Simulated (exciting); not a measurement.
# Si (Fd-3m) in exciting: further runs

Aim: see how the results for Si move with the level of theory and the settings. Levels: LDA, revPBE+D2, revPBE. Tasks: single point, relaxation of the atoms.

Program: exciting (release sodium). These are calculated values, not measurements. Logs are shortened: lines on timing, memory, paths and dates and some standing lists are left out, and cuts for length are marked.

### 1 The structure

Symmetry: Fd-3m, No. 227, cubic system. The conventional cell has a = 5.444 Å, b = 5.444 Å, c = 5.444 Å, α = 90.00°, β = 90.00°, γ = 90.00°. Si (site symmetry -43m) has 4 Si at 2.36 Å as nearest neighbours.

### 2 Single point, LDA (atoms moved at random, drawn with an rms of 0.1 Å)

The input, run_exciting.py:

```python
import subprocess
import xml.etree.ElementTree as ET
from ase.io import read
from ase.units import Bohr

atoms = read("Si.cif")
import spglib
from ase import Atoms
cell, positions, numbers = spglib.find_primitive((atoms.cell[:], atoms.get_scaled_positions(), atoms.numbers), symprec=1e-5)
atoms = Atoms(numbers, cell=cell, scaled_positions=positions, pbc=True)
rmt = {'Si': 2.0}  # bohr
tasks = """
<groundstate do="fromscratch" ngridk="7 7 7" rgkmax="7.5" gmaxvr="14" lmaxapw="10" lmaxmat="10" lmaxvr="8" xctype="LDA_PW" stype="Methfessel-Paxton 2" swidth="0.00183747" nempty="10" ValenceRelativity="iora*" epsengy="1e-05" epspot="1e-05" maxscl="60" tforce="true" outputlevel="normal"/>
"""

root = ET.Element("input")
ET.SubElement(root, "title").text = "Si"
structure = ET.SubElement(root, "structure", speciespath="./", tshift="false")
crystal = ET.SubElement(structure, "crystal", scale="1.0")
for vector in atoms.cell / Bohr:
    ET.SubElement(crystal, "basevect").text = " ".join(f"{x:.12f}" for x in vector)
symbols = atoms.get_chemical_symbols()
for element in dict.fromkeys(symbols):
    species = ET.SubElement(structure, "species", speciesfile=element + ".xml", rmt=str(rmt[element]))
    for symbol, position in zip(symbols, atoms.get_scaled_positions(wrap=False)):
        if symbol == element:
            ET.SubElement(species, "atom", coord=" ".join(f"{x:.12f}" for x in position))
root.extend(ET.fromstring("<tasks>" + tasks + "</tasks>"))
ET.indent(root)
ET.ElementTree(root).write("input.xml")
subprocess.run(["exciting_smp"], check=True)
```

The input, Si.cif:

```cif
data_Si
_cell_length_a 6.66714656
_cell_length_b 3.84927886
_cell_length_c 3.84927886
_cell_angle_alpha 90.00000000
_cell_angle_beta 125.26438968
_cell_angle_gamma 90.00000000
_space_group_name_H-M_alt 'C2/m'
_space_group_name_Hall '-C 2y'
_space_group_IT_number 12
loop_
_space_group_symop_operation_xyz
'x,y,z'
'-x,-y,-z'
'-x,y,-z'
'x,-y,z'
'x+1/2,y+1/2,z'
'-x+1/2,-y+1/2,-z'
'-x+1/2,y+1/2,-z'
'x+1/2,-y+1/2,z'
loop_
_atom_site_label
_atom_site_type_symbol
_atom_site_symmetry_multiplicity
_atom_site_Wyckoff_symbol
_atom_site_fract_x
_atom_site_fract_y
_atom_site_fract_z
_atom_site_occupancy
Si1 Si 4 i 0.8700390000 0.5000000000 0.1161495000 1
```

Potentials or basis: all-electron LAPW+lo, shipped species files, valence relativity iora*.

On the command line:

```bash
$ OMP_NUM_THREADS=1 python run_exciting.py
```

Standard output:

```text
================================================================================
EXCITING SODIUM started
[... 10 lines left out ...]

 Lattice vectors (cartesian) :
      6.2995405186     -3.6370414137      0.0000000000
      6.2995405186      3.6370414137      0.0000000000
     -4.1996936769      0.0000000000      5.9392637590

 Reciprocal lattice vectors (cartesian) :
      0.4987018727     -0.8637769814      0.3526354758
      0.4987018727      0.8637769814      0.3526354758
     -0.0000000000      0.0000000000      1.0579064278

 Unit cell volume                           :     272.1571372231
 Brillouin zone volume                      :       0.9114227757

 Species :    1 (Si)
     parameters loaded from                 :    Si.xml
     name                                   :    silicon
     nuclear charge                         :     -14.00000000
     electronic charge                      :      14.00000000
     atomic mass                            :   51196.73454000
     muffin-tin radius                      :       2.00000000
     # of radial points in muffin-tin       :     300

     atomic positions (lattice) :
       1 :   0.37003900  0.37003900  0.62392850
       2 :   0.62996100  0.62996100  0.37607150

 Total number of atoms per unit cell        :       2

 Spin treatment                             :    spin-unpolarised

 Number of Bravais lattice symmetries       :      48
 Number of crystal symmetries               :       4

 k-point grid                               :       7    7    7
 Total number of k-points                   :     100
 k-point set is reduced with crystal symmetries

 R^MT_min * |G+k|_max (rgkmax)              :       7.50000000
 Species with R^MT_min                      :       1 (Si)
 Maximum |G+k| for APW functions            :       3.75000000
 Maximum |G| for potential and density      :      14.00000000

 G-vector grid sizes                        :      36    36    36
 Total number of G-vectors                  :   12627

 Maximum angular momentum used for
     APW functions                          :      10
     computing H and O matrix elements      :      10
     potential and density                  :       8
     inner part of muffin-tin               :       2

 Total nuclear charge                       :     -28.00000000
 Total electronic charge                    :      28.00000000
 Total core charge                          :      20.00000000
 Total valence charge                       :       8.00000000

 Number of empty states                     :      10
 Total number of valence states             :      15

 Maximum Hamiltonian size                   :     267
 Maximum number of plane-waves              :     259
 Total number of local-orbitals             :       8

 Exchange-correlation type                  :       3
     Perdew-Wang, Phys. Rev. B 45, 13244 (1992)

 Smearing scheme                            :    Methfessel-Paxton order 2, Phys. Rev. B 40, 3616 (1989)
 Smearing width                             :       0.00183747

[... 17 lines left out ...]
+ SCF iteration number :    1                                                  +
++++++++++++++++++++++++++++++++++++++++++++++++++++++++++++++++++++++++++++++++
 Total energy                               :      -578.93082430
 _______________________________________________________________
 Fermi energy                               :         0.19337577
 Kinetic energy                             :       578.44761409
 Coulomb energy                             :     -1117.66382765
 Exchange energy                            :       -37.56780721
 Correlation energy                         :        -2.14680352

 DOS at Fermi energy (states/Ha/cell)       :         0.00000001

 Electron charges :
     core                                   :        20.00000000
     core leakage                           :         0.00767213
     valence                                :         8.00000000
     interstitial                           :         4.35060843
     charge in muffin-tin spheres :
                  atom     1    Si          :        11.82469578
                  atom     2    Si          :        11.82469578
     total charge in muffin-tins            :        23.64939157
     total charge                           :        28.00000000

 Estimated fundamental gap                  :         0.01854060
        valence-band maximum at    1      0.0000  0.0000  0.0000
     conduction-band minimum at   15      0.4286  0.4286  0.0000

++++++++++++++++++++++++++++++++++++++++++++++++++++++++++++++++++++++++++++++++
+ SCF iteration number :    2                                                  +
++++++++++++++++++++++++++++++++++++++++++++++++++++++++++++++++++++++++++++++++
 Total energy                               :      -578.56199743
 _______________________________________________________________
 Fermi energy                               :         0.19703799
 Kinetic energy                             :       578.70021746
 Coulomb energy                             :     -1117.56106932
 Exchange energy                            :       -37.55498175
 Correlation energy                         :        -2.14616382

 DOS at Fermi energy (states/Ha/cell)       :         0.00017736

 Electron charges :
     core                                   :        20.00000000
     core leakage                           :         0.00767744
     valence                                :         8.00000000
     interstitial                           :         4.37945973
     charge in muffin-tin spheres :
                  atom     1    Si          :        11.81027014
                  atom     2    Si          :        11.81027014
     total charge in muffin-tins            :        23.62054027
     total charge                           :        28.00000000

 RMS change in effective potential (target) :  0.187326E-01  ( 0.100000E-04)
 Absolute change in total energy   (target) :  0.368827      ( 0.100000E-04)
 Charge distance                   (target) :  0.291446E-02  ( 0.100000E-04)
 Abs. change in max-nonIBS-force   (target) :  0.560494E-02  ( 0.500000E-04)

++++++++++++++++++++++++++++++++++++++++++++++++++++++++++++++++++++++++++++++++
+ SCF iteration number :    3                                                  +
++++++++++++++++++++++++++++++++++++++++++++++++++++++++++++++++++++++++++++++++
 Total energy                               :      -578.32148129
 _______________________________________________________________
 Fermi energy                               :         0.19963460
 Kinetic energy                             :       578.87007799
 Coulomb energy                             :     -1117.49933821
 Exchange energy                            :       -37.54650539
 Correlation energy                         :        -2.14571567
[... 193 lines left out ...]
++++++++++++++++++++++++++++++++++++++++++++++++++++++++++++++++++++++++++++++++
+ SCF iteration number :   10                                                  +
++++++++++++++++++++++++++++++++++++++++++++++++++++++++++++++++++++++++++++++++
 Total energy                               :      -578.07963351
 _______________________________________________________________
 Fermi energy                               :         0.20545658
 Kinetic energy                             :       579.05514825
 Coulomb energy                             :     -1117.45356949
 Exchange energy                            :       -37.53616983
 Correlation energy                         :        -2.14504244

 DOS at Fermi energy (states/Ha/cell)       :         4.75078525

 Electron charges :
     core                                   :        20.00000000
     core leakage                           :         0.00761269
     valence                                :         8.00000000
     interstitial                           :         4.43521741
     charge in muffin-tin spheres :
                  atom     1    Si          :        11.78239130
                  atom     2    Si          :        11.78239130
     total charge in muffin-tins            :        23.56478259
     total charge                           :        28.00000000

 RMS change in effective potential (target) :  0.125698E-08  ( 0.100000E-04)
 Absolute change in total energy   (target) :  0.870608E-06  ( 0.100000E-04)
 Charge distance                   (target) :  0.565560E-08  ( 0.100000E-04)
 Abs. change in max-nonIBS-force   (target) :  0.281542E-07  ( 0.500000E-04)

++++++++++++++++++++++++++++++++++++++++++++++++++++++++++++++++++++++++++++++++
| Convergency criteria checked for the last 2 iterations                       +
| Convergence targets achieved. Performing final SCF iteration                 +
++++++++++++++++++++++++++++++++++++++++++++++++++++++++++++++++++++++++++++++++
 Total energy                               :      -578.07963351
 _______________________________________________________________
 Fermi energy                               :         0.20545658
 Kinetic energy                             :       579.05514825
 Coulomb energy                             :     -1117.45356948
 Exchange energy                            :       -37.53616983
 Correlation energy                         :        -2.14504244

 DOS at Fermi energy (states/Ha/cell)       :         4.75078157

 Electron charges :
     core                                   :        20.00000000
     core leakage                           :         0.00761269
     valence                                :         8.00000000
     interstitial                           :         4.43521740
     charge in muffin-tin spheres :
                  atom     1    Si          :        11.78239130
                  atom     2    Si          :        11.78239130
     total charge in muffin-tins            :        23.56478260
     total charge                           :        28.00000000

++++++++++++++++++++++++++++++++++++++++++++++++++++++++++++++++++++++++++++++++
+ Self-consistent loop stopped                                                 +
++++++++++++++++++++++++++++++++++++++++++++++++++++++++++++++++++++++++++++++++
 STATE.OUT is written

--------------------------------------------------------------------------------
- Writing atomic positions and forces                                          -
--------------------------------------------------------------------------------

 Atomic positions (lattice) :
 atom     1  Si  :     0.37003900    0.37003900    0.62392850
 atom     2  Si  :     0.62996100    0.62996100    0.37607150

 Total atomic forces including IBS (cartesian) :
 atom     1  Si  :     0.01478489    0.00000000    0.00238173
 atom     2  Si  :    -0.01478489   -0.00000000   -0.00238173

 Atomic force components including IBS (cartesian) :
 atom     1  Si  :     0.02079491    0.00000000    0.00256343   HF force
                 :    -0.00499164   -0.00000000   -0.00001704   core correction
                 :    -0.00101838    0.00000000   -0.00016466   IBS correction
 atom     2  Si  :    -0.02079491   -0.00000000   -0.00256343   HF force
                 :     0.00499164    0.00000000    0.00001704   core correction
                 :     0.00101838   -0.00000000    0.00016466   IBS correction

********************************************************************************
[... 7 lines left out ...]
| EXCITING SODIUM stopped                                                      =
================================================================================
```

It took 90 s on 1 thread of Arm Neoverse V2, shared host; peak memory 0.13 GiB.

What came out:

```
Largest force                                     : 0.770 eV/Å
Band gap on the k mesh                            : 0.13 eV, indirect (least direct gap 2.01 eV)
All electrons inside the program's atomic spheres : Si 11.78 (radii Si 2.0 bohr)
```

Forces on the atoms (eV/Å):
```
Si   0.760  0.000  0.122
Si  -0.760  0.000 -0.122
```

Levels at points of the mesh, in eV from the valence-band top:
```
           k point  band 1  band 2  band 3  band 4  band 5  band 6  band 7  band 8
(0.00, 0.00, 0.00)  -12.24   -0.59   -0.38    0.00    2.01    2.22    2.35    2.77
```

Caveat: an odd mesh through Γ misses points on the zone boundary, where band edges often lie.

[end of part 1 of 2]
